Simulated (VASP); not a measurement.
# Li (P6_3/mmc) in VASP: settings compared

One crystal, Li, is run at these levels: r2SCAN, PBE; tasks: single point.

All numbers are computed with VASP 6.6.1; they aren't measurements. Logs are shortened: lines on timing, memory, paths and dates and some standing lists are left out, and cuts for length are marked.

### 1 Starting point

The structure is hexagonal, space group P6_3/mmc (No. 194). The conventional cell has a = 3.111 Å, b = 3.111 Å, c = 5.093 Å, α = 90.00°, β = 90.00°, γ = 120.00°. Li (site symmetry -6m2) is surrounded by 12 Li at 3.11 to 3.12 Å.

This isn't the form of Li at room conditions, which is bcc.

### 2 Single point, r2SCAN

The input, POSCAR:

```
Li
1.0
    3.1110021516      0.0000000000      0.0000000000
   -1.5555010758      2.6942068945      0.0000000000
    0.0000000000      0.0000000000      5.0930000000
Li
2
Direct
    0.3333333333      0.6666666667      0.2500000000
    0.6666666667      0.3333333333      0.7500000000
```

The input, INCAR.step1:

```
ALGO = Normal ; EDIFF = 1E-4
ENCUT = 520 ; GGA = PE
ISMEAR = -1 ; LASPH = True
LCHARG = False ; LREAL = False
LWAVE = True ; NBANDS = 10
NELM = 100 ; PREC = Accurate
SIGMA = 0.08
```

The input, INCAR.step2:

```
ALGO = Normal ; EDIFF = 1E-7
ENCUT = 520 ; ISIF = 2
ISMEAR = -1 ; ISTART = 1
LASPH = True ; LCHARG = False
LMIXTAU = True ; LREAL = False
LWAVE = False ; METAGGA = R2SCAN
NBANDS = 10 ; NELM = 100
PREC = Accurate ; SIGMA = 0.08
```

The input, KPOINTS:

```
k-points
0
Gamma
  15 15 8
```

Potentials or basis: VASP PAW PBE potentials, release 64 (Li_sv).

Command:

```bash
cat potpaw_PBE.64/Li_sv/POTCAR > POTCAR
cp INCAR.step1 INCAR
mpirun -np 1 vasp_std > vasp.out
cp INCAR.step2 INCAR
mpirun -np 1 vasp_std > vasp.out
```

OUTCAR:

```text
EDIFF = 1E-7
   ENCUT = 520
   ISIF = 2
   ISMEAR = -1
   ISTART = 1
   LASPH = True
   LREAL = False
   METAGGA = R2SCAN
   NELM = 100
   PREC = Accurate

 ion  position               nearest neighbor table
   1  0.333  0.667  0.250-
   2  0.667  0.333  0.750-

  LATTYP: Found a hexagonal cell.
 ALAT       =     3.1110021516
 C/A-ratio  =     1.6370930497

  Lattice vectors:

 A1 = (   3.1110021516,   0.0000000000,   0.0000000000)
 A2 = (  -1.5555010758,   2.6942068945,   0.0000000000)
 A3 = (   0.0000000000,   0.0000000000,   5.0930000000)

Analysis of symmetry for initial positions (statically):
=====================================================================
 Subroutine PRICEL returns:
 Original cell was already a primitive cell.

 Routine SETGRP: Setting up the symmetry group for a
 hexagonal supercell.

 Subroutine GETGRP returns: Found 24 space group operations
 (whereof 12 operations were pure point group operations)
 out of a pool of 24 trial point group operations.

The static configuration has the point symmetry D_3d.
 The point group associated with its full space group is D_6h.

Analysis of symmetry for dynamics (positions and initial velocities):
=====================================================================
 Subroutine PRICEL returns:
 Original cell was already a primitive cell.

 Routine SETGRP: Setting up the symmetry group for a
 hexagonal supercell.

 Subroutine GETGRP returns: Found 24 space group operations
 (whereof 12 operations were pure point group operations)
 out of a pool of 24 trial point group operations.

The dynamic configuration has the point symmetry D_3d.
 The point group associated with its full space group is D_6h.

 Subroutine INISYM returns: Found 24 space group operations
 (whereof 12 operations are pure point group operations),
 and found     1 'primitive' translations

----------------------------------------------------------------------------------------

                                     Primitive cell

  volume of cell :      42.6879

  direct lattice vectors                    reciprocal lattice vectors
     3.111002152  0.000000000  0.000000000     0.321439829  0.185583372  0.000000000
    -1.555501076  2.694206895  0.000000000     0.000000000  0.371166744  0.000000000
     0.000000000  0.000000000  5.093000000     0.000000000  0.000000000  0.196347929

  length of vectors
     3.111002152  3.111002152  5.093000000     0.371166744  0.371166744  0.196347929

  position of ions in fractional coordinates (direct lattice)
     0.333333333  0.666666667  0.250000000
     0.666666667  0.333333333  0.750000000

  ion indices of the primitive-cell ions
   primitive index   ion index
                 1           1
                 2           2

----------------------------------------------------------------------------------------

 KPOINTS: k-points

Automatic generation of k-mesh.
 Grid dimensions read from file:
 generate k-points for:   15   15    8

 Generating k-lattice:

  Cartesian coordinates                     Fractional coordinates (reciprocal lattice)
     0.021429322  0.012372225  0.000000000     0.066666667  0.000000000  0.000000000
     0.000000000  0.024744450  0.000000000     0.000000000  0.066666667  0.000000000
     0.000000000  0.000000000  0.024543491     0.000000000  0.000000000  0.125000000

  Length of vectors
     0.024744450  0.024744450  0.024543491

  Shift w.r.t. Gamma in fractional coordinates (k-lattice)
     0.000000000  0.000000000  0.000000000

 Subroutine IBZKPT returns following result:
 ===========================================

 Found    135 irreducible k-points:

 Following reciprocal coordinates:
            Coordinates               Weight
  0.000000  0.000000  0.000000      1.000000
  0.066667  0.000000  0.000000      6.000000
  0.133333 -0.000000  0.000000      6.000000
  0.200000 -0.000000  0.000000      6.000000
  0.266667 -0.000000  0.000000      6.000000
  0.333333 -0.000000  0.000000      6.000000
[... 16 lines left out ...]
  0.333333  0.200000  0.000000     12.000000
  0.400000  0.200000  0.000000      6.000000
 [... further k-points ...]
   k-points           NKPTS =    135   k-points in BZ     NKDIM =    135   number of bands    NBANDS=     10
   number of dos      NEDOS =    301   number of ions     NIONS =      2
   total plane-waves  NPLWV =  23040
   dimension x,y,z NGX =    24 NGY =   24 NGZ =   40
   dimension x,y,z NGXF=    48 NGYF=   48 NGZF=   80
   ions per type =               2
   NGX,Y,Z   is equivalent  to a cutoff of  12.83, 12.83, 13.06 a.u.
   NGXF,Y,Z  is equivalent  to a cutoff of  25.65, 25.65, 26.11 a.u.
 SYSTEM =  unknown system
   PREC   = accura    normal or accurate (medium, high low for compatibility)
   ISTART =      1    job   : 0-new  1-cont  2-samecut
   ICHARG =      0    charge: 1-file 2-atom 10-const
   ISPIN  =      1    spin polarized calculation?
   LNONCOLLINEAR =      F non collinear calculations
   LSORBIT =      F    spin-orbit coupling
   LASPH  =      T    aspherical Exc in radial PAW
   ENCUT  =  520.0 eV  38.22 Ry    6.18 a.u.   5.78  5.78  9.47*2*pi/ulx,y,z
   NELM   =    100;   NELMIN=  2; NELMDL=  0     # of ELM steps
   EDIFF  = 0.1E-06   stopping-criterion for ELM
   LREAL  =      F    real-space projection
   EDIFFG = 0.1E-05   stopping-criterion for IOM
   NSW    =      0    number of steps for IOM
   IBRION =     -1    ionic relax: 0-MD 1-quasi-New 2-CG
   NFREE  =      0    steps in history (QN), initial steepest desc. (CG)
   ISIF   =      2    stress and relaxation
   ISYM   =      2    0-nonsym 1-usesym 2-fastsym
   POTIM  = 0.5000    time-step for ionic-motion
   TEBEG  =    0.0;   TEEND  =   0.0 temperature during run
   PSTRESS=    0.0 pullay stress
   NELECT =       6.0000    total number of electrons
   NUPDOWN=      -1.0000    fix difference up-down
   EMIN   =  10.00;   EMAX   =-10.00  energy-range for DOS
   EFERMI =   0.00;   METHOD = LEGACY
   ISMEAR =    -1;   SIGMA  =   0.08  broadening in eV -4-tet -1-fermi 0-gaus
   EFERMI_NEDOS =   21; number of points for ismear=-14 and -15
   IALGO  =     38    algorithm
   IMIX   =      4    mixing-type and parameters
     AMIX     =   0.40;   BMIX     =  1.00
     AMIX_MAG =   1.60;   BMIX_MAG =  1.00
  volume/ion in A,a.u.               =      21.34       144.04
  Fermi-wavevector in a.u.,A,eV,Ry     =   0.851184  1.608505  9.857621  0.724515
  Thomas-Fermi vector in A             =   1.967278
   LORBIT       =      0    0 simple, 1 ext, 2 COOP (PROOUT), +10 PAW based schemes
   METAGGA = R2SCAN    functional components
   LHFCALC =     F    Hartree Fock is set to
   AEXX    =    0.0000 exact exchange contribution
   IVDW    =     0    specifies the selected vdW correction
   LEPSILON=     F    determine dielectric tensor
   LRPA    =     F    only Hartree local field effects (RPA)
 non-spin polarized calculation
  energy-cutoff  :      520.00
  volume of cell :       42.69
 maximum number of plane-waves:      1182
 NGX is ok and might be reduce to    24
   NGX = 11   NGY = 11   NGZ = 19

 number of electron       5.9999991 magnetization

 Free energy of the ion-electron system (eV)
  ---------------------------------------------------
  ext. energy  EPLUGINS =         0.00000000
  ---------------------------------------------------
  free energy    TOTEN  =        -4.77824160 eV

  energy without entropy =       -4.75823826  energy(sigma->0) =       -4.76823993

 E-fermi :   0.5061     XC(G=0):  -7.3166

 val. band max:        0.5002383577   @ k =   0.4667   0.0667   0.0000
 cond. band min:       0.5160494513   @ k =   0.4000  -0.0000   0.5000
 fundamental gap:      0.0158110936
 Fermi energy:         0.5061123436

 k-point     1 :       0.0000    0.0000    0.0000
  band No.  band energies     occupation
      1     -47.7030      2.00000
      2     -47.6878      2.00000
      3      -3.2783      2.00000
      4       0.4946      1.07159
      5       3.4923      0.00000
      6      13.8775      0.00000
      7      13.8785      0.00000
      8      15.2752      0.00000
      9      15.2761      0.00000
     10      16.0453      0.00000

 k-point     2 :       0.0667    0.0000    0.0000
  band No.  band energies     occupation
      1     -47.7025      2.00000
      2     -47.6875      2.00000
      3      -3.2031      2.00000
      4       0.5923      0.50793
      5       3.5244      0.00000
      6      12.9408      0.00000
      7      13.2397      0.00000
      8      15.2523      0.00000
      9      15.7560      0.00000
     10      15.9686      0.00000

 k-point     3 :       0.1333   -0.0000    0.0000
  band No.  band energies     occupation
      1     -47.7008      2.00000
      2     -47.6867      2.00000
      3      -2.9770      2.00000
      4       0.8844      0.01752
      5       3.6132      0.00000
      6      11.1641      0.00000
      7      12.2693      0.00000
      8      15.1706      0.00000
      9      15.4945      0.00000
     10      15.9692      0.00000

 k-point     4 :       0.2000   -0.0000    0.0000
  band No.  band energies     occupation
      1     -47.6983      2.00000
      2     -47.6855      2.00000
      3      -2.6000      2.00000
      4       1.3710      0.00004
      5       3.7330      0.00000
      6       9.3538      0.00000
      7      11.3860      0.00000
      8      14.0838      0.00000
      9      14.0954      0.00000
     10      15.0757      0.00000
[... 222 lines left out ...]
 k-point    22 :       0.2667    0.2000    0.0000
  band No.  band energies     occupation
      1     -47.6888      2.00000
      2     -47.6828      2.00000
      3      -0.4851      1.99999
      4       3.7366      0.00000
      5       4.0684      0.00000
      6       5.2332      0.00000
      7       7.5837      0.00000
      8       9.7665      0.00000
      9      11.8530      0.00000
     10      11.8831      0.00000

 k-point    23 :       0.3333    0.2000    0.0000
  band No.  band energies     occupation
      1     -47.6867      2.00000
      2     -47.6827      2.00000
      3       0.3859      1.63595
      4       2.8230      0.00000
      5       5.0188      0.00000
      6       5.1843      0.00000
      7       7.2307      0.00000
      8       8.2073      0.00000
      9      11.3477      0.00000
     10      11.4421      0.00000

 k-point    24 :       0.4000    0.2000    0.0000
  band No.  band energies     occupation
      1     -47.6859      2.00000
      2     -47.6829      2.00000
      3       1.0492      0.00225
      4       2.0737      0.00000
      5       5.0323      0.00000
      6       6.1012      0.00000
      7       7.1021      0.00000
      8       7.1277      0.00000
      9      11.1564      0.00000
     10      11.3188      0.00000

 [... further k-points ...]

------------------------ aborting loop because EDIFF is reached ----------------------------------------

  FORCE on cell =-STRESS in cart. coord.  units (eV):
  Direction    XX          YY          ZZ          XY          YZ          ZX
  --------------------------------------------------------------------------------------
  -------------------------------------------------------------------------------------
  Total       -0.0476056     -0.0476056     -0.0443998      0.0000000     -0.0000000      0.0000000
  in kB       -1.7867500     -1.7867500     -1.6664279      0.0000000     -0.0000000      0.0000000
  external PRESSURE =      -1.7466426 kB  Pullay stress =       0.0000000 kB

 VOLUME and BASIS-vectors are now :
 -----------------------------------------------------------------------------
  energy-cutoff  :      520.00
  volume of cell :       42.69
      direct lattice vectors                 reciprocal lattice vectors
     3.111002152  0.000000000  0.000000000     0.321439829  0.185583372  0.000000000
    -1.555501076  2.694206895  0.000000000     0.000000000  0.371166744  0.000000000
     0.000000000  0.000000000  5.093000000     0.000000000  0.000000000  0.196347929

 POSITION                                       TOTAL-FORCE (eV/Angst)
 -----------------------------------------------------------------------------------
     -0.00000      1.79614      1.27325        -0.000000      0.000000      0.000000
      1.55550      0.89807      3.81975         0.000000      0.000000      0.000000
 -----------------------------------------------------------------------------------
    total drift:                               -0.000000      0.000000      0.000000

  FREE ENERGIE OF THE ION-ELECTRON SYSTEM (eV)
  ---------------------------------------------------
  free  energy   TOTEN  =        -4.7782415965 eV

  energy  without entropy=       -4.7582382568  energy(sigma->0) =       -4.76823993
```

Run time: 5.1 min. Hardware: 1 thread of Intel Xeon Platinum 8259CL at 2.50GHz (Skylake/Cascade Lake), shared host; peak memory 0.19 GiB.

What came out:

```
Free energy            : -4.7782 eV
Band gap on the k mesh : none (metal or under the smearing width)
```

Levels at points of the mesh, in eV from the Fermi level:
```csv
k point,band 1,band 2,band 3,band 4,band 5,band 6,band 7,band 8
"(0.00, 0.00, 0.00)",-48.21,-48.19,-3.78,-0.01,2.99,13.37,13.37,14.77
"(0.00, 0.00, 0.50)",-48.20,-48.20,-2.60,-2.60,8.33,8.33,14.38,14.38
```

Caveat: the cutoff is under 1.25 times the usual one of these potentials, so pressure, stress and relaxed cells hold a basis-set (Pulay) error; the PAW data sets were made with another functional, which shifts forces and pressure a little.

(Part 1 of 2 ends here.)
